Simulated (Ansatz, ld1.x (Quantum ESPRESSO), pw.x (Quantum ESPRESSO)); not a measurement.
## pw.x on fcc S: one setting changed

Potential: PAW, ld1.x (Quantum ESPRESSO) 7.5, PBE; core [Ne], reference 3s2 3p4; waves: 3s (bound): rcut 1.15, rcutus 1.55 bohr; 3s channel at 2.5 Ry: rcut 1.15, rcutus 1.55 bohr; 3p (bound): rcut 1.15, rcutus 1.25 bohr; 3p channel at -0.1 Ry: rcut 1.15, rcutus 1.25 bohr; 3d channel at 0.3 Ry: rcut 1.40, rcutus 1.60 bohr; local part: all-electron potential smoothed inside 1.24 bohr (lloc = -1); core correction: Bessel-smoothed model core, default radius (core density twice the valence density); augmentation: PSQ, inside the norm-conserving radii.

The reference run (k-mesh 14³, cutoffs 45/560 Ry, Fermi–Dirac 0.01 Ry, mixing_beta 0.4, conv_thr 1e-9, no spin) gives -0.06 GPa at 15.941 Å³/atom, where all-electron LAPW gives -0.09 GPa. This run, with its own iteration cap, changes nosym to true.

```
&control
  calculation='scf', prefix='x', pseudo_dir='./', outdir='./tmp', tstress=.true., disk_io='none'
/
&system
  ibrav=0, nat=1, ntyp=1, ecutwfc=45, ecutrho=560, nbnd=10,
  occupations='smearing', smearing='fd', degauss=0.01, nosym=.true.
/
&electrons
  conv_thr=1e-09, mixing_beta=0.4, electron_maxstep=50
/
ATOMIC_SPECIES
S 1.0 S.UPF
CELL_PARAMETERS angstrom
  0.00000000 1.99753864 1.99753864
  1.99753864 0.00000000 1.99753864
  1.99753864 1.99753864 0.00000000
ATOMIC_POSITIONS crystal
S 0.0000 0.0000 0.0000
K_POINTS automatic
14 14 14 0 0 0
```

```bash
pw.x < S.scf.in > S.scf.out
```

Q: How does the run end?

A: It converges in 6 iterations; the free energy moves by +0.0 meV/atom and the pressure by +0.00 GPa. The result is that of the reference run.

```
lattice parameter (alat)  =       5.3384  a.u.
     unit-cell volume          =     107.5752 (a.u.)^3
     number of electrons       =         6.00
     number of Kohn-Sham states=           10
     kinetic-energy cutoff     =      45.0000  Ry
     charge density cutoff     =     560.0000  Ry
     scf convergence threshold =      1.0E-09
     Exchange-correlation= SLA  PW   PBX  PBC
     number of k points=  1376  Fermi-Dirac smearing, width (Ry)=  0.0100
     iteration #  1     ecut=    45.00 Ry     beta= 0.40
     total energy              =     -66.19927991 Ry
     estimated scf accuracy    <       0.00087857 Ry
     iteration #  2     ecut=    45.00 Ry     beta= 0.40
     total energy              =     -66.19927489 Ry
     estimated scf accuracy    <       0.00019498 Ry
     iteration #  3     ecut=    45.00 Ry     beta= 0.40
     total energy              =     -66.19930136 Ry
     estimated scf accuracy    <       0.00000382 Ry
     iteration #  4     ecut=    45.00 Ry     beta= 0.40
     total energy              =     -66.19930191 Ry
     estimated scf accuracy    <          9.6E-09 Ry
     iteration #  5     ecut=    45.00 Ry     beta= 0.40
     total energy              =     -66.19930194 Ry
     estimated scf accuracy    <          2.1E-09 Ry
     iteration #  6     ecut=    45.00 Ry     beta= 0.40
     the Fermi energy is     8.9234 ev
!    total energy              =     -66.19930194 Ry
     estimated scf accuracy    <          4.0E-11 Ry
     smearing contrib. (-TS)   =      -0.00394876 Ry
     The total energy is F=E-TS. E is the sum of the following terms:
     one-electron contribution =       5.81809578 Ry
     hartree contribution      =       0.99254866 Ry
     xc contribution           =     -16.15765598 Ry
     ewald contribution        =     -21.86274677 Ry
     one-center paw contrib.   =     -34.98559487 Ry
     convergence has been achieved in   6 iterations
          total   stress  (Ry/bohr**3)                   (kbar)     P=       -0.55
     Message from routine punch:
     Nothing written, as per user request (disk_io='none')
```

The run took about 72 s on one core of a shared host (Neoverse-V2, 96 threads, 742 GiB, load 67).
